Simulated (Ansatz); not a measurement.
# TaN: the cost of one run

Method: DFT PBE, scalar-relativistic, plane waves, PAW, in Ansatz 0.2.0.

3 further runs of the same task are left out: 3 set aside as unsound or not needed.

## (1) The structure to begin with

Symmetry: P-6m2, No. 187, hexagonal system. Conventional cell: a = 2.950 Å, b = 2.950 Å, c = 2.898 Å, α = 90.00°, β = 90.00°, γ = 120.00°. Ta (site symmetry -6m2) is surrounded by 6 N at 2.24 Å. N (site symmetry -6m2) has 6 Ta at 2.24 Å as nearest neighbours.

Structure file:

```cif
data_structure
_symmetry_space_group_name_H-M 'P-6m2'
_symmetry_Int_Tables_number 187
_cell_length_a 2.9502
_cell_length_b 2.9502
_cell_length_c 2.8978
_cell_angle_alpha 90.000
_cell_angle_beta 90.000
_cell_angle_gamma 120.000
_cell_volume 21.84
loop_
_atom_site_label
_atom_site_type_symbol
_atom_site_symmetry_multiplicity
_atom_site_Wyckoff_symbol
_atom_site_fract_x
_atom_site_fract_y
_atom_site_fract_z
_atom_site_occupancy
Ta1 Ta 1 d 0.33333 0.66667 0.50000 1
N1 N 1 a 0.00000 0.00000 0.00000 1
```

It is the result of an earlier relaxation at this level (volume 10.92 Å³/atom; gap on the mesh: none (metal)).

## (2) Relaxing to 0.001 eV/Å, with the smearing for a metal

The response runs start from a cell at rest, found with their own mesh and filling of the bands.

Contents of input.yaml:

```yaml
crystal:
  lattice:
    - [2.9501846796, 0.0, 0.0]
    - [-1.4750923398, 2.5549348784, 0.0]
    - [0.0, 0.0, 2.8977716012]
  atoms:
    - { symbol: Ta, position: [0.3333333333, 0.6666666667, 0.5] }
    - { symbol: "N", position: [0.0, 0.0, 0.0] }
basis:
  ecutwfc: 420
kpoints:
  mp_grid: { grid: [18, 18, 14] }
hamiltonian:
  xc: pbe
scf:
  occupations: { method: fermi_dirac, width: 0.15 }
output:
  forces: true
  stress: true
  eigenvalues: true
  write_density: true
  write_potential: true
  elf: true
  volumetric_format: npy
relax:
  adjacent_minimum: "off"
  f_tol: 0.001
  max_steps: 60
  cell: { stress_tol: 0.01 }
```

Launch:

```console
ansatz run input.yaml --threads 1 --pin off --max-ram 3072MiB --backend cpu --events-out ev --progress --plain --runs-dir out
```

What time and memory should one allow on 1 thread of Arm Neoverse V1, shared host?

About 41 s, with a peak of 0.4 GiB.
